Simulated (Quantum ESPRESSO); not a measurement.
## MnSi in Quantum ESPRESSO: convergence with smearing width

Input of the first run (smearing width 0.5 eV); the others differ in this setting and in those tied to it:

pw.in

```
&CONTROL
  calculation = 'scf'
  prefix = 'pwscf'
  outdir = './tmp'
  pseudo_dir = './pseudo'
  tprnfor = .true.
  tstress = .true.
  disk_io = 'nowf'
/
&SYSTEM
  ibrav = 0
  nat = 2
  ntyp = 2
  ecutwfc = 130
  nbnd = 19
  occupations = 'smearing'
  smearing = 'fd'
  degauss = 0.03674932
  nspin = 2
  starting_magnetization(1) = 0.2667
  starting_magnetization(2) = 0
/
&ELECTRONS
  conv_thr = 4d-10
  electron_maxstep = 120
  mixing_beta = 0.3
/
ATOMIC_SPECIES
Mn    54.9380 Mn.upf
Si    28.0850 Si.upf
CELL_PARAMETERS angstrom
   0.0000000000    2.5272246000    2.5272246000
   2.5272246000    0.0000000000    2.5272246000
   2.5272246000    2.5272246000    0.0000000000
ATOMIC_POSITIONS crystal
Mn     0.0000000000    0.0000000000    0.0000000000
Si     0.2500000000    0.2500000000    0.2500000000
K_POINTS automatic
9 9 9 0 0 0
```

Potentials or basis: PseudoDojo 0.4 SR PBEsol stringent.

Run with:

```console
$ OMP_NUM_THREADS=1 pw.x -in pw.in > pw.out
```

The cell was built by a generator and needn't be a form met in nature.

Hardware: 1 thread of AMD EPYC 7571 (shared host).

Task: The values tried are 0.5 eV, 0.3 eV, 0.2 eV, 0.136 eV, 0.1 eV, 0.05 eV, 0.025 eV, 0.01 eV, loosest first. From which on does the absolute moment stay within 0.02 μB of the tightest run that finished?

Result: From 0.05 eV on.

| smearing width | energy less the tightest run, at zero smearing (meV/atom) | pressure (GPa) | absolute moment (μB) | SCF cycles | CPU time (s) | peak memory (GiB) |
| --- | --- | --- | --- | --- | --- | --- |
| 0.5 eV | 72.53 | 12.11 | 0.00 | 18 | 330 | 0.21 |
| 0.3 eV | 18.56 | 12.95 | 1.94 | 14 | 230 | 0.21 |
| 0.2 eV | 5.62 | 13.51 | 2.21 | 14 | 230 | 0.21 |
| 0.136 eV | 1.71 | 13.85 | 2.31 | 13 | 220 | 0.21 |
| 0.1 eV | 0.27 | 14.01 | 2.35 | 13 | 220 | 0.21 |
| 0.05 eV | -0.24 | 14.16 | 2.37 | 13 | 220 | 0.21 |
| 0.025 eV | 0.03 | 14.23 | 2.39 | 13 | 220 | 0.21 |
| 0.01 eV | 0.00 | 14.24 | 2.39 | 13 | 210 | 0.21 |

Against the tightest run, the energy stays within 1 meV/atom from 0.1 eV on; the pressure stays within 0.1 GPa from 0.05 eV on. Narrower smearing needs a denser k mesh, so at a fixed mesh the narrowest width isn't the most accurate. The tightest run that finished is the yardstick and may itself not be fully converged.
